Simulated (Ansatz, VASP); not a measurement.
# BAs in two plane-wave programs

Aim: how closely do two programs agree when they are given the same cell, functional and k mesh? The cell is taken from a series of VASP runs on this material, whose earlier steps may have relaxed, scaled or displaced it; both programs get it as it stands.

Calculated with Ansatz 0.2.0; plane waves, with VASP 6.6.1 beside it; band structure at HSE06, spin-orbit coupling.

## (1) The structure

It takes space group F-43m (No. 216, cubic). The conventional cell has a = 4.777 Å, b = 4.777 Å, c = 4.777 Å, α = 90.00°, β = 90.00°, γ = 90.00°. Nearest to As lie 4 B at 2.07 Å. Nearest to B lie 4 As at 2.07 Å. Farther neighbours are not listed.

Structure file:

```cif
data_structure
_symmetry_space_group_name_H-M 'F-43m'
_symmetry_Int_Tables_number 216
_cell_length_a 4.7770
_cell_length_b 4.7770
_cell_length_c 4.7770
_cell_angle_alpha 90.000
_cell_angle_beta 90.000
_cell_angle_gamma 90.000
_cell_volume 109.01
loop_
_atom_site_label
_atom_site_type_symbol
_atom_site_symmetry_multiplicity
_atom_site_Wyckoff_symbol
_atom_site_fract_x
_atom_site_fract_y
_atom_site_fract_z
_atom_site_occupancy
As1 As 4 c 0.25000 0.25000 0.25000 1
B1 B 4 a 0.00000 0.00000 0.00000 1
```

## (2) VASP: band structure, HSE06, spin-orbit coupling

The same path points are solved in both programs, so levels can be compared one by one.

Lines of VASP's logs that name or quote its potential files are left out, and so is its time.

The run reads the wave functions of an earlier VASP run, which isn't shown here.

INCAR reads:

```
SYSTEM = BAs
PREC = Accurate
ENCUT = 370
EDIFF = 1E-06
NELM = 100
ISMEAR = 0
SIGMA = 0.03
LREAL = .FALSE.
ALGO = Normal
LHFCALC = .TRUE.
AEXX = 0.25
GGA = PE
HFSCREEN = 0.2
LASPH = .TRUE.
LNONCOLLINEAR = .TRUE.
MAGMOM = 0 0 0 0 0 0
NBANDS = 20
GGA_COMPAT = .FALSE.
LSORBIT = .TRUE.
PRECFOCK = Fast
LORBIT = 11
LWAVE = .FALSE.
LCHARG = .FALSE.
KPAR = 4
```

POSCAR reads:

```
BAs
1.0
    0.0000000000      2.3885000000      2.3885000000
    2.3885000000      0.0000000000      2.3885000000
    2.3885000000      2.3885000000      0.0000000000
As B
1 1
Direct
    0.7500000000      0.7500000000      0.7500000000
    0.0000000000      0.0000000000      0.0000000000
```

KPOINTS reads:

```
Automatic mesh
0
Gamma
5 5 5
0 0 0
```

KPOINTS_OPT reads:

```
Line mode
10
Line-mode
Reciprocal
  0.00000000   0.00000000   0.00000000 GAMMA
  0.50000000   0.00000000   0.50000000 X

  0.50000000   0.00000000   0.50000000 X
  0.50000000   0.25000000   0.75000000 W

  0.50000000   0.25000000   0.75000000 W
  0.37500000   0.37500000   0.75000000 K

  0.37500000   0.37500000   0.75000000 K
  0.00000000   0.00000000   0.00000000 GAMMA

  0.00000000   0.00000000   0.00000000 GAMMA
  0.50000000   0.50000000   0.50000000 L

  0.50000000   0.50000000   0.50000000 L
  0.62500000   0.25000000   0.62500000 U

  0.62500000   0.25000000   0.62500000 U
  0.50000000   0.25000000   0.75000000 W

  0.50000000   0.25000000   0.75000000 W
  0.50000000   0.50000000   0.50000000 L

  0.50000000   0.50000000   0.50000000 L
  0.37500000   0.37500000   0.75000000 K

  0.62500000   0.25000000   0.62500000 U
  0.50000000   0.00000000   0.50000000 X
```

The projector-augmented-wave data sets are As and B (PBE family, release 64).

Command:

```bash
$ mpirun -np 4 vasp_ncl
```

Numbers of over 12 decimals in the logs are rounded to 6 here.

Log:

```text
[banner, memory and clock lines left out]
running    4 mpi-ranks, on    1 nodes
 distrk:  each k-point on    1 cores,    4 groups
 distr:  one band on    1 cores,    1 groups

 POSCAR found type information on POSCAR AsB
 POSCAR found :  2 types and       2 ions
 LDA part: xc-table for (Slater+PW92), standard interpolation
 found WAVECAR, reading the header
 POSCAR, INCAR and KPOINTS ok, starting setup
 FFT: planning ... GRIDC
 FFT: planning ... GRID_SOFT
 FFT: planning ... GRID
 reading WAVECAR
 the WAVECAR file was read successfully
 initial charge from wavefunction
 entering main loop
       N       E                     dE             d eps       ncg     rms          rms(c)
DAV:   1    -0.132482844167E+02   -0.13248E+02   -0.62456E-01   580   0.646E+00    0.260E+00
DAV:   2    -0.132520282939E+02   -0.37439E-02   -0.11536E-02   652   0.766E-01    0.175E+00
DAV:   3    -0.132505827537E+02    0.14455E-02   -0.56489E-04   632   0.178E-01    0.101E+00
DAV:   4    -0.132501583459E+02    0.42441E-03   -0.23341E-04   640   0.102E-01    0.555E-01
DAV:   5    -0.132500228214E+02    0.13552E-03   -0.46925E-05   684   0.494E-02    0.310E-01
DAV:   6    -0.132499763875E+02    0.46434E-04   -0.15170E-05   672   0.305E-02    0.174E-01
DAV:   7    -0.132499628720E+02    0.13516E-04   -0.58566E-06   668   0.195E-02    0.982E-02
DAV:   8    -0.132499591968E+02    0.36751E-05   -0.18066E-06   688   0.106E-02    0.551E-02
DAV:   9    -0.132499584733E+02    0.72352E-06   -0.58711E-07   456   0.614E-03
   1 F= -.13249958E+02 E0= -.13249958E+02  d E =-.563321E-27  mag=     0.0000     0.0000     0.0000
 Start KPOINTS_OPT (optional k-point list driver)
k-point batch [1-14\100]
       N       E                     dE             ncg
DAV:   1     0.281754717117E+03   -0.21414E+04      560
DAV:   2    -0.810951385382E+02   -0.36285E+03      752
DAV:   3    -0.103977072929E+03   -0.22882E+02      692
DAV:   4    -0.104191710423E+03   -0.21464E+00      700
DAV:   5    -0.104192693277E+03   -0.98285E-03      712
DAV:   6    -0.104192698154E+03   -0.48768E-05      616
DAV:   7    -0.104192698191E+03   -0.36791E-07      576
[...]
k-point batch [99-100\100]
       N       E                     dE             ncg
DAV:   1     0.345159254762E+04   -0.58952E+03       80
DAV:   2     0.340489541101E+04   -0.46697E+02      112
DAV:   3     0.340260158655E+04   -0.22938E+01      104
DAV:   4     0.340257918007E+04   -0.22406E-01      112
DAV:   5     0.340257912546E+04   -0.54604E-04      112
DAV:   6     0.340257912533E+04   -0.13331E-06       96
```

From OUTCAR (step 2):

```text
ion  position               nearest neighbor table
   1  0.750  0.750  0.750-   2 2.07   2 2.07   2 2.07   2 2.07
   2  0.000  0.000  0.000-   1 2.07   1 2.07   1 2.07   1 2.07

  LATTYP: Found a face centered cubic cell.
 ALAT       =     4.7770000000

 Subroutine GETGRP returns: Found 24 space group operations
 (whereof 24 operations were pure point group operations)

The static configuration has the point symmetry T_d .

 Found     14 irreducible k-points:

   k-points           NKPTS =     14   k-points in BZ     NKDIM =    125   number of bands    NBANDS=     20

   dimension x,y,z NGX =    24 NGY =   24 NGZ =   24
   dimension x,y,z NGXF=    48 NGYF=   48 NGZF=   48

   ENCUT  =  370.0 eV  27.19 Ry    5.21 a.u.   5.30  5.30  5.30*2*pi/ulx,y,z

   NELECT =       8.0000    total number of electrons

 k-points in reciprocal lattice and weights: Automatic mesh
   0.00000000  0.00000000  0.00000000       0.008
   0.20000000  0.00000000  0.00000000       0.032
  -0.20000000  0.00000000  0.00000000       0.032
   0.40000000  0.00000000  0.00000000       0.032
  -0.40000000  0.00000000  0.00000000       0.032
   0.20000000  0.20000000  0.00000000       0.048
   0.40000000  0.20000000  0.00000000       0.096
  -0.40000000 -0.20000000  0.00000000       0.096
  -0.40000000  0.20000000  0.00000000       0.096
[...]
-0.40000000  0.40000000  0.00000000       0.096
  -0.40000000  0.40000000  0.20000000       0.192

  exchange ACFDT corr.  =         0.00000000  see jH, gK, PRB 81, 115126

 average (electrostatic) potential at core
       1 -45.0672       2 -23.8350

 E-fermi :   5.9993

 k-point     1 :       0.0000    0.0000    0.0000
  band No.  band energies     occupation
    ...
      4       5.5491      1.00000
      5       5.7778      1.00000
      6       5.7778      1.00000
      7       5.7778      1.00000
      8       5.7778      1.00000
      9       9.7046      0.00000
     10       9.7046      0.00000
     11       9.9185      0.00000
     12       9.9185      0.00000
     13       9.9185      0.00000
    ...

 k-point     2 :       0.2000    0.0000    0.0000
  band No.  band energies     occupation
    ...
      4       1.6257      1.00000
      5       4.6939      1.00000
      6       4.6939      1.00000
      7       4.8437      1.00000
      8       4.8449      1.00000
      9       9.8391      0.00000
     10       9.8391      0.00000
     11      10.9744      0.00000
     12      10.9744      0.00000
     13      11.1048      0.00000
    ...

 k-point     3 :      -0.2000    0.0000    0.0000
  band No.  band energies     occupation
    ...
      4       1.6257      1.00000
      5       4.6939      1.00000
      6       4.6939      1.00000
      7       4.8437      1.00000
      8       4.8449      1.00000
      9       9.8391      0.00000
     10       9.8391      0.00000
     11      10.9744      0.00000
     12      10.9744      0.00000
     13      11.1048      0.00000
    ...

  energy-cutoff  :      370.00
  volume of cell :       27.25
      direct lattice vectors                 reciprocal lattice vectors
     0.000000000  2.388500000  2.388500000    -0.209336404  0.209336404  0.209336404
     2.388500000  0.000000000  2.388500000     0.209336404 -0.209336404  0.209336404
     2.388500000  2.388500000  0.000000000     0.209336404  0.209336404 -0.209336404

 POSITION                                       TOTAL-FORCE (eV/Angst)
 -----------------------------------------------------------------------------------
      3.58275      3.58275      3.58275        -0.000000     -0.000000      0.000000
      0.00000      0.00000      0.00000         0.000000      0.000000     -0.000000
 -----------------------------------------------------------------------------------
    total drift:                               -0.000000     -0.000000     -0.000000

  FREE ENERGIE OF THE ION-ELECTRON SYSTEM (eV)
  ---------------------------------------------------
  free  energy   TOTEN  =       -13.2499584733 eV

  energy  without entropy=      -13.2499584733  energy(sigma->0) =      -13.24995847

 Spin-Orbit-Coupling matrix elements
 Ion:    1  E_soc:     -0.0203485
 Ion:    2  E_soc:     -0.0000059

 total charge
# of ion       s       p       d       tot
------------------------------------------
    1        1.184   1.705   0.092   2.981
    2        0.653   1.180   0.000   1.833
--------------------------------------------------
tot          1.837   2.884   0.092   4.814

 magnetization (x)
# of ion       s       p       d       tot
------------------------------------------
    1        0.000   0.000  -0.000   0.000
    2       -0.000   0.000   0.000  -0.000
--------------------------------------------------
tot         -0.000   0.000  -0.000  -0.000

 magnetization (y)
# of ion       s       p       d       tot
------------------------------------------
    1        0.000   0.000   0.000   0.000
    2       -0.000   0.000   0.000  -0.000
--------------------------------------------------
tot         -0.000   0.000   0.000  -0.000

 magnetization (z)
# of ion       s       p       d       tot
------------------------------------------
    1        0.000   0.000  -0.000   0.000
    2       -0.000   0.000   0.000  -0.000
--------------------------------------------------
tot         -0.000   0.000  -0.000  -0.000

[... 3 further parts left out ...]
```

The k-mesh is coarse for exact exchange; levels may shift by about 0.1 eV on a finer one.

(Part 1 of 2 ends here.)

[Lines on the potential files, build, host, timing and source positions are cut from VASP's logs without a mark.]

[Logs are printed without paths, hosts, clocks, repeated set-up lines and the standing remarks that a program may print on its own settings, such as how far it seeks lower states.]

[Hosts, paths, dates, database ids (printed as entryN), source tags and the programs' standing remarks are cut or masked in the printed files.]
